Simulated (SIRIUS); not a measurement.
**AlRu: equation of state with PBE**

The system is AlRu.

```
CELL_PARAMETERS angstrom
2.99160 0.00000 0.00000
0.00000 2.99160 0.00000
0.00000 0.00000 2.99160
ATOMIC_POSITIONS crystal
Ru 0.50000 0.50000 0.50000
Al 0.00000 0.00000 0.00000
```

```yaml
Program: SIRIUS 7.12.0
Task: equation of state
Functional: PBE
Potentials_or_basis: all-electron FP-LAPW
Cutoff: 172 eV
Basis: apw+lo standard
k_mesh: 9 × 9 × 9
Occupations: fermi-dirac, width 0.05 eV
Spin: no spin polarisation
```

* Equilibrium volume: 13.54 Å³/atom
* Bulk modulus: 202 GPa
* Pressure derivative of the bulk modulus: 5.1

Energy against volume, from the lowest point:
```tsv
volume (Å³/atom)	energy (meV/atom)
12.584	48.24
12.851	23.55
13.119	7.96
13.387	0.31
13.655	0.00
13.922	5.92
14.190	17.43
```

All runs of the series together: 5 min on 1 thread of Arm Neoverse V1 (shared host).

PBE usually gives volumes a little too large and moduli too small. Zero-point motion and thermal expansion aren't in these numbers.
